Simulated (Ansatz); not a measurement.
This Ansatz 0.2.0 run on Fe needs a look.

The input input.yaml:

```yaml
crystal:
  lattice:
    - [-1.443, 1.443, 1.443]
    - [1.443, -1.443, 1.443]
    - [1.443, 1.443, -1.443]
  atoms:
    - { symbol: Fe, position: [0.0, 0.0, 0.0], spin: 3.0 }
hamiltonian:
  xc: revpbe
  pseudopotentials: { kind: paw }
  dispersion: d3bj
  hubbard:
    sites: [{ species: Fe, l: d, u_eff: 2.0 }]
    projectors: all-electron-atomic
    double_counting: amf
magnetization:
  spin_polarized: true
kpoints:
  mp_grid: { grid: [13, 13, 13] }
scf:
  n_extra_bands: 6
  max_iter: 80
output:
  forces: true
  stress: true
  eigenvalues: true
  dos: { projected: false, de: 0.05, nscf_kmesh: { grid: [20, 20, 20] } }
```

Potentials or basis: Ansatz PAW.

The run is started by

```console
$ ansatz run input.yaml --threads 1 --pin off --max-ram 2560MiB --backend cpu --events-out ev --progress --plain --runs-dir out
```

Output:

```text
Error: YAML parse error: `scf.occupations.method` is required: fixed only where the cell keeps a band gap throughout the run, explicit beside scf.occupations.values (under evaluate: without them), else a smearing such as fermi_dirac (scf.occupations.width is optional; its entry in the input reference gives the default)
```

Question: What happened, and what is wrong with the input?

Answer: The program refused the input. The input holds a flaw that was put in on purpose: no occupation method (scf.occupations = left out).
